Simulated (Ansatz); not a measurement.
Method: DFT PBE, scalar-relativistic, plane waves, PAW in Ansatz 0.2.0. Settings: cutoff 420 eV, Γ-centred meshes spaced at most about 0.3 Å⁻¹, and about 0.25 Å⁻¹ or finer for metals (2π included), Gaussian smearing. No spin polarisation in the final relaxations.

Temperature and zero-point effects are left out. All come from trial cells, and lower structures may exist.

Question: Order these relaxed structures of SnGe4 by energy, lowest first, with the energy over the lowest of them.
A.

```xyz
5
Lattice="-3.8120 3.8120 1.8329 3.8120 -3.8120 1.8329 3.8120 3.8120 -1.8329" Properties=species:S:1:pos:R:3 pbc="T T T"
Sn    0.0000    0.0000    0.0000
Ge    0.9203    2.5997    1.8329
Ge    2.8917    1.2123    0.0000
Ge    1.2123    4.7323    0.0000
Ge    2.5997   -0.9203    1.8329
```

B.

```xyz
5
Lattice="-1.6756 1.6756 9.3532 1.6756 -1.6756 9.3532 1.6756 1.6756 -9.3532" Properties=species:S:1:pos:R:3 pbc="T T T"
Sn    0.0000    0.0000    9.3532
Ge    0.0000    0.0000   16.5601
Ge    0.0000    0.0000    5.5579
Ge    0.0000    0.0000   13.1486
Ge    0.0000    0.0000    2.1464
```

C.

```xyz
5
Lattice="3.6114 -1.9147 0.0000 3.6114 1.9147 0.0000 -1.7931 0.0000 8.1034" Properties=species:S:1:pos:R:3 pbc="T T T"
Sn    3.6114    0.0000    0.0000
Ge   -0.5485    0.0000    6.2153
Ge    4.4362    0.0000    5.0069
Ge    0.9935    0.0000    3.0964
Ge    5.9782    0.0000    1.8881
```

D.

```xyz
5
Lattice="1.5963 0.9216 12.1516 -1.5963 0.9216 12.1516 0.0000 -1.8432 12.1516" Properties=species:S:1:pos:R:3 pbc="T T T"
Sn    0.0000    0.0000    0.0000
Ge    0.0000    0.0000   21.6290
Ge    0.0000    0.0000    7.2608
Ge    0.0000    0.0000   29.1942
Ge    0.0000    0.0000   14.8259
```

Answer: C (0 meV/atom), A (74 meV/atom), B (94 meV/atom), D (119 meV/atom). Forms: C C2/m; A I4/m; B Sn and Ge ordered on bcc sites, I4/mmm; D Sn and Ge ordered on fcc sites, R-3m. Counting Ge atoms around Sn (those within 1.25 times the shortest such distance or 1.15 times the sum of covalent radii; a plus sign parts nearer from farther groups; the shortest distance is added where it is long for a bond): C has Sn 6; A has Sn 12 from 3.1 Å; B has Sn 8+2 from 3.2 Å; D has Sn 6 from 3.2 Å. Even the lowest lies +0.18 eV/atom against the elements.

Cells relaxed within their symmetry can be saddle points. The C2/m cell of SnGe4 came from shaking the I4/mmm one. Some types were kept out of the candidates beforehand, so the set may lack a known form.
